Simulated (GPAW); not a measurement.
# Te2Mo in GPAW: reference runs

Reference runs on Te2Mo: the cell as given.

All numbers are computed with GPAW 26.7.0; they aren't measurements. Logs are shortened: lines on timing, memory, paths and dates and some standing lists are left out, and cuts for length are marked. The log counts tension as positive stress, the text compression.

## Step 1: Starting point

The cell holds a slab with vacuum, 6 atoms: a = 3.560 Å, b = 3.560 Å, c = 24.811 Å, α = 90.00°, β = 90.00°, γ = 120.00°.

## Step 2: Single point, PBE

Contents of run.py:

```python
from ase import Atoms
from ase.dft.bandgap import bandgap
from ase.io import write
from ase.units import Bohr, GPa
from gpaw import GPAW, PW
from gpaw.elf import elf_from_dft_calculation

atoms = Atoms(['Te', 'Te', 'Te', 'Te', 'Mo', 'Mo'],
              cell=[[3.5603917377, 0.0, 0.0],
                    [-1.7801958688, 3.0833896922, 0.0],
                    [0.0, 0.0, 24.8112624]],
              scaled_positions=[[0.3333333333, 0.6666666667, 0.22363948],
                                [0.6666666667, 0.3333333333, 0.92062886],
                                [0.6666666667, 0.3333333333, 0.77636052],
                                [0.3333333333, 0.6666666667, 0.07937114],
                                [0.6666666667, 0.3333333333, 0.15154149],
                                [0.3333333333, 0.6666666667, 0.84845851]],
              pbc=True)

calc = GPAW(mode=PW(600),
            xc='PBE',
            kpts={'size': (9, 9, 2), 'gamma': True},
            occupations={'name': 'fermi-dirac', 'width': 0.05},
            nbands=46,
            convergence={'density': 1e-05, 'energy': 1e-05},
            maxiter=150,
            txt='gpaw.txt')
atoms.calc = calc
energy = atoms.get_potential_energy()
forces = atoms.get_forces()
stress = atoms.get_stress()
calc.write('gs.gpw')
write('result.traj', atoms)
print(f'Energy: {energy:.6f} eV')
print('Forces (eV/A):')
print(forces.round(4))
print('Stress (GPa):', (stress / GPa).round(3))
print('Fermi level:', round(calc.get_fermi_level(), 4), 'eV')
print(f'Gap: {bandgap(calc)[0]:.4f} eV, direct: {bandgap(calc, direct=True)[0]:.4f} eV')

# fields on the real-space grid
write('density.cube', atoms, data=calc.get_pseudo_density() * Bohr**3)
write('potential.cube', atoms, data=calc.get_electrostatic_potential())
write('elf.cube', atoms, data=elf_from_dft_calculation(calc).data)
```

Potentials or basis: GPAW PAW data sets (gpaw-data 1.2.1), pw.

Command:

```bash
$ OMP_NUM_THREADS=1 python run.py
```

gpaw.txt:

```text
__  _  _
 | _ |_)|_||  |
 |__||  | ||/\| - 26.7.0

Input parameters:
  mode=PW(ecut=600.0),
  convergence={'density': 1e-05, 'energy': 1e-05},
  kpts=MonkhorstPack(size=(9, 9, 2), gamma=True),
  maxiter=150,
  nbands=46,
  occupations=Occupations(name='fermi-dirac', width=0.05),
  xc=XC(name='PBE')

Diagonalizing LCAO Hamiltonian
Converting LCAO to pw mode

           Te

        Mo

           Te

        Te

           Mo

        Te

Atoms  # Å, Bohr magnetons
|   | symbol |         x |        y |         z |    initial magnetic moments |
|---|--------|-----------|----------|-----------|-----------------------------|
| 0 |     Te | -0.000000 | 2.055593 |  5.548778 | ( 0.0000,  0.0000,  0.0000) |
| 1 |     Te |  1.780196 | 1.027797 | 22.841964 | ( 0.0000,  0.0000,  0.0000) |
| 2 |     Te |  1.780196 | 1.027797 | 19.262485 | ( 0.0000,  0.0000,  0.0000) |
| 3 |     Te | -0.000000 | 2.055593 |  1.969298 | ( 0.0000,  0.0000,  0.0000) |
| 4 |     Mo |  1.780196 | 1.027797 |  3.759936 | ( 0.0000,  0.0000,  0.0000) |
| 5 |     Mo | -0.000000 | 2.055593 | 21.051327 | ( 0.0000,  0.0000,  0.0000) |

Unit cell  # Å
| periodic |         x |        y |         z |   lengths |     angles |
|----------|-----------|----------|-----------|-----------|------------|
|      yes |  3.560392 | 0.000000 |  0.000000 |  3.560392 |  90.000000 |
|      yes | -1.780196 | 3.083390 |  0.000000 |  3.560392 |  90.000000 |
|      yes |  0.000000 | 0.000000 | 24.811262 | 24.811262 | 120.000000 |

Number of symmetries: 12
Symmetry operations  # r_c * U_cc + t_c -> r_c
|    | kind |            matrix            |
|----|------|------------------------------|
|  0 |  σ   |  1, 1, 0,  0,-1, 0,  0, 0, 1 |
|  1 |  S6  |  1, 1, 0, -1, 0, 0,  0, 0,-1 |
|  2 |  E   |  1, 0, 0,  0, 1, 0,  0, 0, 1 |
|  3 |  C2  |  1, 0, 0, -1,-1, 0,  0, 0,-1 |
|  4 |  C2  |  0, 1, 0,  1, 0, 0,  0, 0,-1 |
|  5 |  C3  |  0, 1, 0, -1,-1, 0,  0, 0, 1 |
|  6 |  S6  |  0,-1, 0,  1, 1, 0,  0, 0,-1 |
|  7 |  σ   |  0,-1, 0, -1, 0, 0,  0, 0, 1 |
|  8 |  σ   | -1, 0, 0,  1, 1, 0,  0, 0, 1 |
|  9 |  i   | -1, 0, 0,  0,-1, 0,  0, 0,-1 |
| 10 |  C3  | -1,-1, 0,  1, 0, 0,  0, 0, 1 |
| 11 |  C2  | -1,-1, 0,  0, 1, 0,  0, 0,-1 |

BZ-sampling:
  Number of BZ points: 162
  Number of IBZ points: 24

  Monkhorst-Pack size: [9, 9, 2]
  Monkhorst-Pack shift: [0.0, 0.0, 0.25]

K-points  # in reciprocal-cell coordinates
|     |                                coordinates |     weight |
|-----|--------------------------------------------|------------|
|   0 | (  0.00000000,   0.00000000,   0.00000000) | 0.00617284 |
|   1 | (  0.00000000,   0.00000000,   0.50000000) | 0.00617284 |
|   2 | (  0.11111111,   0.00000000,   0.00000000) | 0.03703704 |
|   3 | (  0.11111111,   0.00000000,   0.50000000) | 0.03703704 |
|   4 | (  0.22222222,  -0.11111111,   0.00000000) | 0.03703704 |
|   5 | (  0.22222222,  -0.11111111,   0.50000000) | 0.03703704 |
|   6 | (  0.22222222,   0.00000000,   0.00000000) | 0.03703704 |
|   7 | (  0.22222222,   0.00000000,   0.50000000) | 0.03703704 |
|   8 | (  0.33333333,  -0.11111111,   0.00000000) | 0.07407407 |
|   9 | (  0.33333333,  -0.11111111,   0.50000000) | 0.07407407 |
| ... |                                            |            |
|  23 | (  0.44444444,   0.44444444,   0.50000000) | 0.03703704 |

Plane wave coefficients: 9183
Cutoff: 600.0 eV

Spin-components: 1 (collinear spins)
Bands:           46
Projectors:      32
Spin-degeneracy: 2
Datatype:        complex128

Parallelization:
  kpt:    1
  domain: 1
  band:   1

Density:
  Valence electrons: 52.0
  Components: 1
  Grid points: [ 21  21 144]
  Charge: 0.0  # |e|

Potential:
  Grid points: [ 21  21 144]

species:
  Te:
    name:    Tellurium
    Z:       52.0
    valence: 6
    core:    46
    charge:  0.0  # [|e|]
    compensation charges:
      type: gauss
      rc: 0.36  # [Å]
      lmax: 2
    cutoffs:
      filter: 2.09  # [Å]
      core: 3.17  # [Å]
    projectors
    | kind |    occ | energy [eV] | rcut [Å] |
    |------|--------|-------------|----------|
    |   5s |  2.000 |     -15.089 |    1.180 |
    |   5p |  4.000 |      -5.955 |    1.196 |
    |    s |        |      12.123 |    1.180 |
    |    p |        |      21.256 |    1.196 |
    |    d |        |       0.000 |    1.238 |

    Using partial waves for Te as LCAO basis

  Mo:
    name:    Molybdenum
    Z:       42.0
    valence: 14
    core:    28
    charge:  0.0  # [|e|]
    compensation charges:
      type: gauss
      rc: 0.38  # [Å]
      lmax: 2
    cutoffs:
      filter: 2.16  # [Å]
      core: 1.42  # [Å]
    projectors
    | kind |    occ | energy [eV] | rcut [Å] |
    |------|--------|-------------|----------|
    |   4s |  2.000 |     -64.307 |    1.238 |
    |   5s |  1.000 |      -4.084 |    1.238 |
    |   4p |  6.000 |     -38.491 |    1.296 |
    |   5p |  0.000 |      -1.044 |    1.296 |
    |   4d |  5.000 |      -3.754 |    1.296 |
    |    d |        |      23.458 |    1.296 |

    Using partial waves for Mo as LCAO basis

Reference energy: -959430.878998  # eV

eigensolver:
  PPCG
  Converge bands: occupied
  niter=2

density mixing:
  MSR1-Mixer
  Pratt-step length: 0.05
  Maximum mixing coefficient: 0.75
  Old densities: 10
  SVD Regularization: 0.005
  Good broyden scale: 1.0
  Trust region scale: 1.0
  Backstep threshold: 4.0
  History deletion threshold: 6.0
  Fourier metric: weight=20.0, sigma=0.015

occupation numbers:
  Fermi-Dirac:
    width: 0.0500  # eV

poisson solver:
  ecut: 4800.0  # eV

xc functional:
  name: PBE with 2 nearest neighbor stencil

convergence criteria:
[... 6 lines left out ...]
|iter     | |      energy | eigst |  dens |
|---------|-|-------------|-------|-------|
|iter:   1| |  -38.374459 | +0.44 |       |
|iter:   2| |  -38.126830 | -1.35 | -1.07 |
|iter:   3| |  -37.371919 | -1.45 | -1.11 |
|iter:   4| |  -37.117624 | -1.67 | -1.35 |
|iter:   5| |  -37.409385 | -2.03 | -1.75 |
|iter:   6| |  -37.061746 | -2.23 | -1.57 |
|iter:   7| |  -37.055585 | -3.27 | -2.06 |
|iter:   8| |  -37.055592 | -4.45 | -2.94 |
|iter:   9| |  -37.055604c| -5.25 | -3.42 |
|iter:  10| |  -37.055606c| -6.24 | -4.03 |
|iter:  11| |  -37.055606c| -7.04 | -4.81 |
|iter:  12| |  -37.055606c| -7.50c| -5.15c|

Converged in 12 steps
Energy contributions relative to reference atoms: (reference = -959430.878998)

Energy contributions:
  Kinetic:          11.342401
  Coulomb:         -19.952951
  Zero:             -0.119305
  External:          0.000000
  Xc:              -28.325748
  Entropy:          -0.000004
  Spinorbit:         0.000000
  ----------------------------
  Free energy:     -37.055608
  Extrapolated:    -37.055606

dipole moment: (-0.000101, -0.000174, -0.001401)  # |e|*Ang

Fermi level: 2.677
Eigenvalues  # (at kpt = [0.000, 0.000, 0.000])
| band index |      eig [eV] | occ [0-2] |
|------------|---------------|-----------|
|          0 |       -58.549 |     2.000 |
|        ... |               |           |
|         18 |         0.468 |     2.000 |
|         19 |         0.913 |     2.000 |
|         20 |         1.256 |     2.000 |
|         21 |         1.256 |     2.000 |
|         22 |         1.261 |     2.000 |
|         23 |         1.261 |     2.000 |
[... 8 lines left out ...]
|         32 |         5.519 |     0.000 |
|         33 |         5.519 |     0.000 |
|        ... |               |           |
|         45 |        11.425 |     0.000 |

Gap: 1.014 eV
Transition (v -> c):
  (s=0, k=13, n=25, [0.33, 0.33, 0.50]) -> (s=0, k=12, n=26, [0.33, 0.33, 0.00])
Direct/indirect transitions are different
Direct gap: 1.014 eV
Transition at: (s=0, k=12, n=25, [0.33, 0.33, 0.00])

Forces  # eV/Ang
|        x |        y |        z |
|----------|----------|----------|
|  0.00000 |  0.00000 |  0.15469 |  # Te   0
| -0.00000 | -0.00000 |  0.14563 |  # Te   1
|  0.00000 |  0.00000 | -0.15469 |  # Te   2
|  0.00000 |  0.00000 | -0.14563 |  # Te   3
|  0.00000 |  0.00000 | -0.00419 |  # Mo   4
| -0.00000 | -0.00000 |  0.00419 |  # Mo   5

Stress tensor  # eV/Ang^3
|         x |         y |         z |
|-----------|-----------|-----------|
|  0.000386 | -0.000000 |  0.000000 |
| -0.000000 |  0.000386 | -0.000000 |
|  0.000000 | -0.000000 | -0.004003 |

# Writing to gs.gpw (mode='')
```

Wall time 3.7 min (1 thread of Arm Neoverse V2, shared host); peak memory 0.46 GiB.

What came out:

```yaml
Free_energy: -37.0556 eV
Largest_force: 0.155 eV/Å
Band_gap_on_the_k_mesh: 1.01 eV, direct
```

Forces in eV/Å, atoms in the order of the input:
```
Te   0.000  0.000  0.155
Te   0.000  0.000  0.146
Te   0.000  0.000 -0.155
Te   0.000  0.000 -0.146
Mo   0.000  0.000 -0.004
Mo   0.000  0.000  0.004
```

Caveat: spin-orbit coupling is left out, which moves the levels of the heavy elements. PBE gaps usually lie below the measured ones, often by a third to a half.
